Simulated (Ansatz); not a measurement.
# Structure relaxation of Br

All numbers below come from DFT PBE, scalar-relativistic, plane waves, PAW in Ansatz. Cutoff 420 eV, Γ-centred k mesh, Gaussian smearing, no spin polarisation in the final step.

Br was placed on the trigonal selenium structure type (P3_121, No. 152), at a guessed volume.

```xyz
3
Lattice="4.6207 0.0000 0.0000 -2.3103 4.0016 0.0000 0.0000 0.0000 5.2423" Properties=species:S:1:pos:R:3 pbc="T T T"
Br    1.0415    0.0000    1.7474
Br   -0.5208    0.9020    3.4949
Br    1.7896    3.0997    0.0000
```

Cell and atoms relax at zero pressure; the relaxation can't lower the symmetry of the start. After a coarse first stage the cell is made exact in the group found at 0.06 Å.

Energies count from the standard state of Br at the same level.

Task: What does it relax into?

Result: It keeps P3_121 (No. 152), but not the shape of the type it started on. Conventional cell: a = 4.754 Å, c = 7.384 Å. Around Br lie 2 Br at 2.56 Å.

```xyz
3
Lattice="4.7541 0.0000 0.0000 -2.3771 4.1172 0.0000 0.0000 0.0000 7.3844" Properties=species:S:1:pos:R:3 pbc="T T T"
Br    0.4007    0.0000    2.4615
Br   -0.2004    0.3470    4.9229
Br    2.1767    3.7702    0.0000
```

Task: What are its volume, energy, density and gap?

Result: The volume per atom is 48.2 Å³, the density is 2.8 g/cm³ and the energy over the standard structure is 0.04 eV/atom. The gap on the 12×12×6 mesh is 0 eV (a metal).

The final run used a 12×12×6 mesh on its 3-atom cell and 0.10 eV smearing. The k mesh leaves about 4 meV/atom of noise in metals. No dispersion correction is applied, so the spacing between layers, chains or molecules is poorly fixed, and with it the volume and density. Symmetry constrained the relaxation, so the result can be a saddle point.

This form isn't the element's structure at ambient conditions.